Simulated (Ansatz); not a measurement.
A run of Ansatz 0.2.0 is set up as follows.

input.yaml

```yaml
crystal:
  lattice:
    - [0.0, 2.2535006075, 2.2535006075]
    - [2.2535006075, 0.0, 2.2535006075]
    - [2.2535006075, 2.2535006075, 0.0]
  atoms:
    - { symbol: Ga, position: [0.0, 0.0, 0.0] }
    - { symbol: "N", position: [0.25, 0.25, 0.25] }
hamiltonian:
  xc: pbe
  pseudopotentials: { kind: paw }
kpoints:
  mp_grid: { grid: [10, 10, 10] }
scf:
  occupations: { method: gaussian, width: 0.026 }
output:
  forces: true
  stress: true
  eigenvalues: true
  write_density: true
  write_potential: true
  elf: true
  volumetric_format: npy
```

Potentials or basis: Ansatz PAW.

The run is started by

```sh
$ ansatz run input.yaml --threads 2 --pin off --max-ram 5632MiB --backend cpu --events-out ev --progress --plain --runs-dir out
```

(1) Predict the band gap on the k mesh.

(2) Predict the pressure.

## Answers

(1) 1.72 eV, direct.

(2) 5.0 GPa.

Caveat: the pressure holds a Pulay correction of +0.5 GPa for the finite cutoff.

**Experimental background.**

A printed reference work, textbook reports, for a bulk crystal of GaN at 0 K: band gap 3.299 eV (direct).

Measured gap of GaN: 3.299 eV (direct; 0 K; a printed reference work, textbook). This calculation gives 1.72 eV (-1.58 eV). Spin-orbit coupling on Ga is left out. The value is that of PBE, without temperature or zero-point motion. Semilocal functionals fall short of measured gaps as a rule. The cell is a database's relaxed one, not the measured one, which moves gaps too.
